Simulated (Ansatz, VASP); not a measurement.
Two plane-wave programs on CoO

```
Co O
1.0
     0.00000    2.02318    2.02318
     2.02318    0.00000    2.02318
     2.02318    2.02318    0.00000
Co O
1 1
Direct
  0.00000 0.00000 0.00000
  0.50000 0.50000 0.50000
```

Alike in both runs: task single point; functional PBE; k mesh 14 × 14 × 14; occupations gaussian, width 0.05 eV; no spin polarisation.

```csv
,VASP,Ansatz
version,VASP 6.6.1,Ansatz 0.2.0
potentials or method,"VASP PAW PBE potentials, release 64 (Co, O)","scalar-relativistic, plane waves, PAW"
plane-wave cutoff (eV),520,420
valence electrons in the cell,15,23
```

Ansatz gave:

```
gap on the k mesh at the Fermi level (eV) : none
pressure (GPa)                            : 10.2
```

**Question.** Estimate VASP's values.

**Answer.** gap on the k mesh at the Fermi level (eV): none; pressure (GPa): 10.3.

A gap of «none» marks a metal or a gap that the smearing closes. The functional is the same, so the differences come from potentials, cutoffs and numerics. The two sets of potentials don't hold the same shells in valence.

Caveats: an odd number of electrons without spin polarisation forces a metal; a magnetic or distorted state may lie lower; the run has no spin polarisation, though such a crystal can be magnetic; semilocal functionals often make such compounds metallic where correlation or magnetic order opens a gap, which also shifts bond lengths. Spin polarisation is off, so any magnetic state and its effect on volume and gap are missing.
